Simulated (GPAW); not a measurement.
# WS2 (Tungstenite) (P6_3/mmc) in GPAW: further runs

The runs below take WS2 (Tungstenite) through single point, with LDA, r2SCAN, PBE.

Program: GPAW 26.7.0. These are calculated values, not measurements. Logs are shortened: lines on timing, memory, paths and dates and some standing lists are left out, and cuts for length are marked. The log counts tension as positive stress, the text compression.

## (1) The crystal as given

Symmetry: P6_3/mmc, No. 194, hexagonal system. Conventional cell: a = 3.180 Å, b = 3.180 Å, c = 12.500 Å, α = 90.00°, β = 90.00°, γ = 120.00°. W (site symmetry -6m2) is surrounded by 6 S at 2.41 Å. Around S (site symmetry 3m) lie 3 W at 2.41 Å.

## (2) Single point, LDA

Input file run.py:

```python
from ase import Atoms
from ase.dft.bandgap import bandgap
from ase.io import write
from ase.units import GPa
from gpaw import GPAW, PW

atoms = Atoms(['W', 'W', 'S', 'S', 'S', 'S'],
              cell=[[3.18, 0.0, 0.0],
                    [-1.59, 2.753960784, 0.0],
                    [0.0, 0.0, 12.5]],
              scaled_positions=[[0.6666666667, 0.3333333333, 0.75],
                                [0.3333333333, 0.6666666667, 0.25],
                                [0.6666666667, 0.3333333333, 0.375],
                                [0.3333333333, 0.6666666667, 0.875],
                                [0.6666666667, 0.3333333333, 0.125],
                                [0.3333333333, 0.6666666667, 0.625]],
              pbc=True)

calc = GPAW(mode=PW(450),
            xc='LDA',
            kpts={'size': (8, 8, 2), 'gamma': True},
            occupations={'name': 'fermi-dirac', 'width': 0.05},
            nbands=46,
            maxiter=120,
            txt='gpaw.txt')
atoms.calc = calc
energy = atoms.get_potential_energy()
forces = atoms.get_forces()
stress = atoms.get_stress()
calc.write('gs.gpw')
write('result.traj', atoms)
print(f'Energy: {energy:.6f} eV')
print('Forces (eV/A):')
print(forces.round(4))
print('Stress (GPa):', (stress / GPa).round(3))
print('Fermi level:', round(calc.get_fermi_level(), 4), 'eV')
print(f'Gap: {bandgap(calc)[0]:.4f} eV, direct: {bandgap(calc, direct=True)[0]:.4f} eV')
```

Potentials or basis: the program's PAW data sets (release 1.2.1) made for this functional, pw.

Started as:

```bash
> OMP_NUM_THREADS=1 python run.py
```

gpaw.txt:

```text
__  _  _
 | _ |_)|_||  |
 |__||  | ||/\| - 26.7.0

Input parameters:
  mode=PW(ecut=450.00000000000006),
  kpts=MonkhorstPack(size=(8, 8, 2), gamma=True),
  maxiter=120,
  nbands=46,
  occupations=Occupations(name='fermi-dirac', width=0.05),
  xc=XC(name='LDA')

Diagonalizing LCAO Hamiltonian
Converting LCAO to pw mode

        S

           W
        S

           S
        W

           S

Atoms  # Å, Bohr magnetons
|   | symbol |         x |        y |         z |    initial magnetic moments |
|---|--------|-----------|----------|-----------|-----------------------------|
| 0 |      W |  1.590000 | 0.917987 |  9.375000 | ( 0.0000,  0.0000,  0.0000) |
| 1 |      W | -0.000000 | 1.835974 |  3.125000 | ( 0.0000,  0.0000,  0.0000) |
| 2 |      S |  1.590000 | 0.917987 |  4.687500 | ( 0.0000,  0.0000,  0.0000) |
| 3 |      S | -0.000000 | 1.835974 | 10.937500 | ( 0.0000,  0.0000,  0.0000) |
| 4 |      S |  1.590000 | 0.917987 |  1.562500 | ( 0.0000,  0.0000,  0.0000) |
| 5 |      S | -0.000000 | 1.835974 |  7.812500 | ( 0.0000,  0.0000,  0.0000) |

Unit cell  # Å
| periodic |         x |        y |         z |   lengths |     angles |
|----------|-----------|----------|-----------|-----------|------------|
|      yes |  3.180000 | 0.000000 |  0.000000 |  3.180000 |  90.000000 |
|      yes | -1.590000 | 2.753961 |  0.000000 |  3.180000 |  90.000000 |
|      yes |  0.000000 | 0.000000 | 12.500000 | 12.500000 | 120.000000 |

Number of symmetries: 12
Symmetry operations  # r_c * U_cc + t_c -> r_c
|    | kind |            matrix            |
|----|------|------------------------------|
|  0 |  σ   |  1, 1, 0,  0,-1, 0,  0, 0, 1 |
|  1 |  S6  |  1, 1, 0, -1, 0, 0,  0, 0,-1 |
|  2 |  E   |  1, 0, 0,  0, 1, 0,  0, 0, 1 |
|  3 |  C2  |  1, 0, 0, -1,-1, 0,  0, 0,-1 |
|  4 |  C2  |  0, 1, 0,  1, 0, 0,  0, 0,-1 |
|  5 |  C3  |  0, 1, 0, -1,-1, 0,  0, 0, 1 |
|  6 |  S6  |  0,-1, 0,  1, 1, 0,  0, 0,-1 |
|  7 |  σ   |  0,-1, 0, -1, 0, 0,  0, 0, 1 |
|  8 |  σ   | -1, 0, 0,  1, 1, 0,  0, 0, 1 |
|  9 |  i   | -1, 0, 0,  0,-1, 0,  0, 0,-1 |
| 10 |  C3  | -1,-1, 0,  1, 0, 0,  0, 0, 1 |
| 11 |  C2  | -1,-1, 0,  0, 1, 0,  0, 0,-1 |

BZ-sampling:
  Number of BZ points: 128
  Number of IBZ points: 20

  Monkhorst-Pack size: [8, 8, 2]
  Monkhorst-Pack shift: [0.0625, 0.0625, 0.25]

K-points  # in reciprocal-cell coordinates
|     |                                coordinates |     weight |
|-----|--------------------------------------------|------------|
|   0 | (  0.00000000,   0.00000000,   0.00000000) | 0.00781250 |
|   1 | (  0.00000000,   0.00000000,   0.50000000) | 0.00781250 |
|   2 | (  0.12500000,   0.00000000,   0.00000000) | 0.04687500 |
|   3 | (  0.12500000,   0.00000000,   0.50000000) | 0.04687500 |
|   4 | (  0.25000000,  -0.12500000,   0.00000000) | 0.04687500 |
|   5 | (  0.25000000,  -0.12500000,   0.50000000) | 0.04687500 |
|   6 | (  0.25000000,   0.00000000,   0.00000000) | 0.04687500 |
|   7 | (  0.25000000,   0.00000000,   0.50000000) | 0.04687500 |
|   8 | (  0.37500000,  -0.12500000,   0.00000000) | 0.09375000 |
|   9 | (  0.37500000,  -0.12500000,   0.50000000) | 0.09375000 |
| ... |                                            |            |
|  19 | (  0.50000000,   0.50000000,   0.50000000) | 0.02343750 |

Plane wave coefficients: 2432
Cutoff: 450.00000000000006 eV

Spin-components: 1 (collinear spins)
Bands:           46
Projectors:      32
Spin-degeneracy: 2
Datatype:        complex128

Parallelization:
  kpt:    1
  domain: 1
  band:   1

Density:
  Valence electrons: 52.0
  Components: 1
  Grid points: [16 16 63]
  Charge: 0.0  # |e|

Potential:
  Grid points: [16 16 63]

species:
  W:
    name:    Tungsten
    Z:       74.0
    valence: 14
    core:    60
    charge:  0.0  # [|e|]
    compensation charges:
      type: gauss
      rc: 0.40  # [Å]
      lmax: 2
    cutoffs:
      filter: 2.36  # [Å]
      core: 3.02  # [Å]
    projectors
    | kind |    occ | energy [eV] | rcut [Å] |
    |------|--------|-------------|----------|
    |   5s |  2.000 |     -79.053 |    1.344 |
    |   6s |  2.000 |      -5.886 |    1.344 |
    |   5p |  6.000 |     -43.417 |    1.355 |
    |   6p |  0.000 |      -1.469 |    1.355 |
    |   5d |  4.000 |      -4.693 |    1.228 |
    |    d |        |      22.518 |    1.228 |

    Using partial waves for W as LCAO basis

  S:
    name:    Sulfur
    Z:       16.0
    valence: 6
    core:    10
    charge:  0.0  # [|e|]
    compensation charges:
      type: gauss
      rc: 0.24  # [Å]
      lmax: 2
    cutoffs:
      filter: 1.77  # [Å]
      core: 1.66  # [Å]
    projectors
    | kind |    occ | energy [eV] | rcut [Å] |
    |------|--------|-------------|----------|
    |   3s |  2.000 |     -17.278 |    0.974 |
    |   3p |  4.000 |      -7.106 |    0.979 |
    |    s |        |       9.933 |    0.974 |
    |    p |        |      20.105 |    0.979 |
    |    d |        |       0.000 |    0.900 |

    Using partial waves for S as LCAO basis

Reference energy: -920330.548201  # eV

eigensolver:
  PPCG
  Converge bands: occupied
  niter=2

density mixing:
  MSR1-Mixer
  Pratt-step length: 0.05
  Maximum mixing coefficient: 0.75
  Old densities: 10
  SVD Regularization: 0.005
  Good broyden scale: 1.0
  Trust region scale: 1.0
  Backstep threshold: 4.0
  History deletion threshold: 6.0
  Fourier metric: weight=20.0, sigma=0.015

occupation numbers:
  Fermi-Dirac:
    width: 0.0500  # eV

poisson solver:
  ecut: 3600.0000000000005  # eV

xc functional:
  name: None

convergence criteria:
- Maximum [total energy] change in last 3 cyles: 0.0005 eV / valence electron
- Maximum integral of absolute [dens]ity change: 0.0001 electrons / valence electron
- Maximum integral of absolute [eigenst]ate change: 4e-08 eV^2 / valence electron
maximum number of iterations: 120

SCF iterations
|iter     | |      energy | eigst |  dens |
|---------|-|-------------|-------|-------|
|iter:   1| |  -50.265941 | +0.38 |       |
|iter:   2| |  -50.463789 | -1.48 | -1.20 |
|iter:   3| |  -51.014696 | -1.09 | -1.23 |
|iter:   4| |  -50.020269 | -1.72 | -1.25 |
|iter:   5| |  -49.809743 | -2.04 | -1.61 |
|iter:   6| |  -49.816918 | -3.44 | -1.97 |
|iter:   7| |  -49.812067c| -4.08 | -2.45 |
|iter:   8| |  -49.810431c| -4.54 | -2.69 |
|iter:   9| |  -49.810422c| -5.97 | -3.34 |
|iter:  10| |  -49.810420c| -7.08 | -4.10c|
|iter:  11| |  -49.810420c| -7.68c| -4.83c|

Converged in 11 steps
Energy contributions relative to reference atoms: (reference = -920330.548201)

Energy contributions:
  Kinetic:          24.195209
  Coulomb:         -28.732019
  Zero:              0.010385
  External:          0.000000
  Xc:              -45.283994
  Entropy:          -0.000001
  Spinorbit:         0.000000
  ----------------------------
  Free energy:     -49.810420
  Extrapolated:    -49.810420

dipole moment: (0.000004, 0.000006, 0.000029)  # |e|*Ang

Fermi level: 8.667
Eigenvalues  # (at kpt = [0.000, 0.000, 0.000])
| band index |      eig [eV] | occ [0-2] |
|------------|---------------|-----------|
|          0 |       -66.236 |     2.000 |
|        ... |               |           |
|         18 |         4.653 |     2.000 |
|         19 |         5.874 |     2.000 |
|         20 |         5.874 |     2.000 |
|         21 |         5.917 |     2.000 |
|         22 |         5.917 |     2.000 |
|         23 |         6.652 |     2.000 |
|         24 |         7.030 |     2.000 |
|         25 |         8.177 |     2.000 |
|         26 |        10.400 |     0.000 |
|         27 |        10.400 |     0.000 |
|         28 |        10.408 |     0.000 |
|         29 |        10.408 |     0.000 |
|         30 |        10.519 |     0.000 |
|         31 |        10.519 |     0.000 |
|         32 |        10.674 |     0.000 |
|         33 |        10.674 |     0.000 |
|        ... |               |           |
|         45 |        20.499 |     0.000 |

Gap: 1.110 eV
Transition (v -> c):
  (s=0, k=0, n=25, [0.00, 0.00, 0.00]) -> (s=0, k=8, n=26, [0.38, -0.12, 0.00])
Direct/indirect transitions are different
Direct gap: 2.162 eV
Transition at: (s=0, k=12, n=25, [0.38, 0.38, 0.00])

Forces  # eV/Ang
|        x |        y |        z |
|----------|----------|----------|
|  0.00000 |  0.00000 | -0.00021 |  # W    0
|  0.00000 | -0.00000 |  0.00021 |  # W    1
|  0.00000 |  0.00000 | -0.40781 |  # S    2
| -0.00000 |  0.00000 | -0.40696 |  # S    3
| -0.00000 | -0.00000 |  0.40696 |  # S    4
|  0.00000 |  0.00000 |  0.40781 |  # S    5

Stress tensor  # eV/Ang^3
|        x |         y |         z |
|----------|-----------|-----------|
| 0.042666 | -0.000000 |  0.000000 |
| 0.000000 |  0.042666 | -0.000000 |
| 0.000000 | -0.000000 |  0.031415 |

# Writing to gs.gpw (mode='')
```

Wall time 35 s (1 thread of Arm Neoverse V2, shared host); peak memory 0.2 GiB.

What came out:

```
Free energy            : -49.8104 eV
Pressure               : -6.2 GPa
Largest force          : 0.408 eV/Å
Band gap on the k mesh : 1.11 eV, indirect (least direct gap 2.16 eV)
```

Forces in eV/Å, atoms in the order of the input:
```
W    0.000  0.000  0.000
W    0.000  0.000  0.000
S    0.000  0.000 -0.408
S    0.000  0.000 -0.407
S    0.000  0.000  0.407
S    0.000  0.000  0.408
```

Caveat: the cutoff is short for stress and forces, so pressures can be off by a GPa or more; spin-orbit coupling is left out, which moves the levels of the heavy elements. A k mesh can miss the band edges.

## (3) Single point, r2SCAN

Input file run.py:

```python
from ase.dft.bandgap import bandgap
from ase.io import write
from ase.spacegroup import crystal
from ase.units import GPa
from gpaw import GPAW, PW

# W 2c
# S 4f
atoms = crystal(['W', 'S'],
                basis=[[0.6666666667, 0.3333333333, 0.75],
                       [0.6666666667, 0.3333333333, 0.375]],
                spacegroup=194, setting=1,  # P6_3/mmc
                cellpar=[3.18, 3.18, 12.5, 90.0, 90.0, 120.0],
                primitive_cell=True)

calc = GPAW(mode=PW(500),
            xc='MGGA_X_R2SCAN+MGGA_C_R2SCAN',
            kpts={'size': (8, 8, 2), 'gamma': True},
            occupations={'name': 'fermi-dirac', 'width': 0.05},
            nbands=46,
            maxiter=120,
            txt='gpaw.txt')
atoms.calc = calc
energy = atoms.get_potential_energy()
forces = atoms.get_forces()
stress = atoms.get_stress()
calc.write('gs.gpw')
write('result.traj', atoms)
print(f'Energy: {energy:.6f} eV')
print('Forces (eV/A):')
print(forces.round(4))
print('Stress (GPa):', (stress / GPa).round(3))
print('Fermi level:', round(calc.get_fermi_level(), 4), 'eV')
print(f'Gap: {bandgap(calc)[0]:.4f} eV, direct: {bandgap(calc, direct=True)[0]:.4f} eV')
```

Potentials or basis: GPAW PAW data sets (gpaw-data 1.2.1), pw.

Started as:

```bash
> OMP_NUM_THREADS=1 python run.py
```

Wall time 2.8 min (1 thread of Arm Neoverse V2, shared host); peak memory 0.36 GiB.

Results (log left out):

```yaml
Free_energy: -87.5420 eV
Pressure: 0.2 GPa
Largest_force: 0.117 eV/Å
Band_gap_on_the_k_mesh: 1.30 eV, indirect (least direct gap 2.32 eV)
```

Forces on the atoms (eV/Å):
```
W    0.000  0.000  0.001
W    0.000  0.000 -0.001
S    0.000  0.000 -0.117
S    0.000  0.000 -0.117
S    0.000  0.000  0.117
S    0.000  0.000  0.117
```

Stress tensor (GPa, compression positive):
```
0.16 0.00 0.00
0.00 0.16 0.00
0.00 0.00 0.33
```

Levels at points of the mesh, in eV from the valence-band top:
| k point | band 24 | band 25 | band 26 | band 27 | band 28 | band 29 |
| --- | --- | --- | --- | --- | --- | --- |
| (0.00, 0.00, 0.00) | -1.70 | -1.12 | 0.00 | 2.41 | 2.41 | 2.42 |
| (0.00, 0.00, 0.50) | -2.44 | -0.32 | -0.32 | 2.40 | 2.40 | 2.40 |
| (0.50, 0.50, 0.00) | -2.02 | -1.75 | -1.58 | 2.31 | 2.35 | 2.66 |
| (0.50, 0.50, 0.50) | -2.10 | -1.65 | -1.65 | 2.33 | 2.33 | 2.79 |

Caveat: the cutoff is short for stress and forces, so pressures can be off by a GPa or more; the PAW data sets were made with another functional, which shifts forces and pressure a little; spin-orbit coupling is left out, which moves the levels of the heavy elements.

[end of part 1 of 2]
